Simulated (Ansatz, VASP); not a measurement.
**AlN in VASP and in Ansatz**

```xyz
2
Lattice="0.0000 2.0352 2.0352 2.0352 0.0000 2.0352 2.0352 2.0352 0.0000" Properties=species:S:1:pos:R:3 pbc="T T T"
Al    0.0000    0.0000    0.0000
N     2.0352    2.0352    2.0352
```

Alike in both runs: functional PBE; k mesh 10 × 10 × 10; occupations gaussian, width 0.02 eV; no spin polarisation.

Ansatz relaxed the structure, and its values are those at the end. VASP's run is a single point on that final structure, the one shown.

|  | VASP | Ansatz |
| --- | --- | --- |
| version | VASP 6.6.1 | Ansatz 0.2.0 |
| potentials or method | VASP PAW PBE potentials, release 64 (Al, N) | scalar-relativistic, plane waves, PAW |
| plane-wave cutoff (eV) | 520 | 420 |
| valence electrons in the cell | 8 | 8 |

VASP gave:

| Property | Result |
| --- | --- |
| gap on the k mesh at the Fermi level (eV) | 4.41 |
| least direct gap on the mesh (eV) | 5.39 |
| pressure (GPa) | -0.2 |

**Question.** Estimate Ansatz's values.

**Answer.** gap on the k mesh at the Fermi level (eV): 4.44; least direct gap on the mesh (eV): 5.38; pressure (GPa): 0.0.

The functional is the same, so the differences come from potentials, cutoffs and numerics.

A k mesh can miss the band edges. As with any semilocal functional, this PBE gap is likely too small.
